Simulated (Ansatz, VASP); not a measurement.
## NbC4 in VASP and in Ansatz

```
CELL_PARAMETERS angstrom
3.60729 0.00000 0.00000
0.00000 3.60729 0.00000
0.00000 0.00000 3.60729
ATOMIC_POSITIONS crystal
Nb 0.00000 0.00000 0.00000
C 0.34898 0.65102 0.65102
C 0.65102 0.34898 0.65102
C 0.65102 0.65102 0.34898
C 0.34898 0.34898 0.34898
```

Change from the starting cell: species swapped into the SnI4 type (P-43m, No. 215).

Alike in both runs: task single point; functional PBE; k mesh 6 × 6 × 6; occupations gaussian, width 0.1 eV; collinear spin.

|  | VASP | Ansatz |
| --- | --- | --- |
| version | VASP 6.6.1 | Ansatz 0.2.0 |
| potentials or method | VASP PAW PBE potentials, release 64 (Nb_sv, C) | scalar-relativistic, plane waves, PAW |
| plane-wave cutoff (eV) | 520 | 420 |
| valence electrons in the cell | 29 | 29 |

|  | VASP | Ansatz | Ansatz less VASP |
| --- | --- | --- | --- |
| gap on the k mesh at the Fermi level (eV) | none | none | - |
| pressure (GPa) | -0.1 | -0.3 | -0.27 |
| rms of the force components (eV/Å) | 0.070 | 0.009 | -0.0614 |
| net moment per atom (μB) | 0.00 | 0.00 | 0.000 |

Atom by atom the forces differ by 0.079 eV/Å (rms over components). A gap of «none» marks a metal or a gap that the smearing closes. Ansatz warned: «seeded_moment_not_kept».
